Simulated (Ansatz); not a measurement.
GeO$_{2}$ (rutile)

```
CELL_PARAMETERS angstrom
      4.41054     0.00000     0.00000
      0.00000     4.41054     0.00000
      0.00000     0.00000     2.87016
ATOMIC_POSITIONS crystal
  Ge 0.00000 0.00000 0.00000
  Ge 0.50000 0.50000 0.50000
  O  0.30600 0.30600 0.00000
  O  0.80600 0.19400 0.50000
  O  0.19400 0.80600 0.50000
  O  0.69400 0.69400 0.00000
```

In this cell atom 4 (O, nearest neighbour Ge at 1.877 Å; its periodic images, 2.9 Å or more away, move with it) is moved by s along Cartesian [110], unit vector (0.707, 0.707, 0.000); all other atoms and the cell stay fixed.

Level of theory: r2SCAN (plane waves to 500 eV, PAW, scalar-relativistic; Ansatz, a program for electronic structure). k mesh 6×6×9 (Γ-centred), Fermi-Dirac smearing 0.05 eV. F⊥ is the part of the force across the line. GeO2 was relaxed with its symmetry unable to fall. 

| s (Å) | |F⊥| (eV/Å) |
|---|---|
| -0.380 | … |
| -0.304 | … |
| -0.228 | 0.013 |
| -0.152 | 0.005 |
| -0.076 | 0.001 |
| 0.000 | 0.000 |
| 0.076 | 0.001 |
| 0.152 | 0.005 |
| 0.228 | 0.013 |
| 0.304 | … |
| 0.380 | … |

Task: What belongs in the gaps?

Result: 
- -0.380, |F⊥| (eV/Å): 0.047
- -0.304, |F⊥| (eV/Å): 0.026
- 0.304, |F⊥| (eV/Å): 0.026
- 0.380, |F⊥| (eV/Å): 0.047

(For displaced atoms, the force is minus the slope of the energy, and its curvature is a force constant, which sets phonon frequencies.)
